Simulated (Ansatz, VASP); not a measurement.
## PbS: VASP beside Ansatz

```
CELL_PARAMETERS angstrom
-0.02965 2.95018 2.95018
2.95018 -0.02965 2.95018
2.95018 2.95018 -0.02965
ATOMIC_POSITIONS crystal
Pb 0.00000 0.00000 0.00000
S 0.50000 0.50000 0.50000
```

Change from the starting cell: equal xy, yz and zx shear strains of -1 %.

Alike in both runs: task single point; functional PBE; k mesh 8 × 8 × 8; occupations fermi-dirac, width 0.01 eV; no spin polarisation.

|  | VASP | Ansatz |
| --- | --- | --- |
| version | VASP 6.6.1 | Ansatz 0.2.0 |
| potentials or method | VASP PAW PBE potentials, release 64 (Pb_d, S), cutoff 520 eV | all-electron LAPW, scalar-relativistic |

VASP gave:

```
pressure (GPa)                                  : 2.2
largest component of the traceless stress (GPa) : 0.19
```

Q: Which values does Ansatz return?

A: Pressure (GPa): 2.3; largest component of the traceless stress (GPa): 0.19.

Ansatz ran all-electron here, so the differences hold the error of VASP's frozen core and of both bases.
